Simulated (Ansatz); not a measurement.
Ge: energy along a strain

Ge, Cmmm, a = 2.794 Å, b = 5.201 Å, c = 2.698 Å (as given, not relaxed at this level: -4.1 GPa). This isn't the element's structure at ambient conditions. Ansatz: PBEsol, PAW, 420 eV, Γ-centred 20×20×18 mesh on 1 atom, Gaussian smearing 0.15 eV; no spin polarisation. Cell vectors (Å): 1.397 -2.601 0.000; 1.397 2.601 0.000; 0.000 0.000 2.698. The cell is strained by x per cent times the pattern (0 0 0 1 0 0) in the order xx yy zz yz xz xy (engineering shears), with fractional coordinates held. y is the free energy over the start, V0 = 19.607 Å³/atom. Symmetry makes y even in x. Points with a strain past 8.5 % were computed too (2) and aren't used here.

```
x (%) y (meV/atom)
-5.00          4.37
 0.00          0.00
 1.25          0.25
 2.50          1.02
 3.75          2.37
 6.25          7.00
 7.50             ?
```

Q: Fit y = c2 x² + c4 x⁴ to the other rows, get the stiffness along the pattern, and predict the missing energy.

A: Least squares on the rows shown. y = 0.1638 x² + 0.0003991 x⁴. The clamped-ion stiffness p·C·p = 2 × 1.638 eV × 160.2 / 19.607 Å³ = 27 GPa, which is C44 in these axes (second derivative at the start, which stands under stress). At x = 7.50 the fit asked for gives 10.48 meV/atom. The run gave 10.23 meV/atom, so the fit is 0.25 meV/atom too high, 2.4 % of the span of the series, against an rms of 0.02 meV/atom on the fitted rows. The row lies outside the fitted range. With a term in x⁶ added, a fit to the same known rows predicts 10.10 meV/atom, a smaller miss on the other side.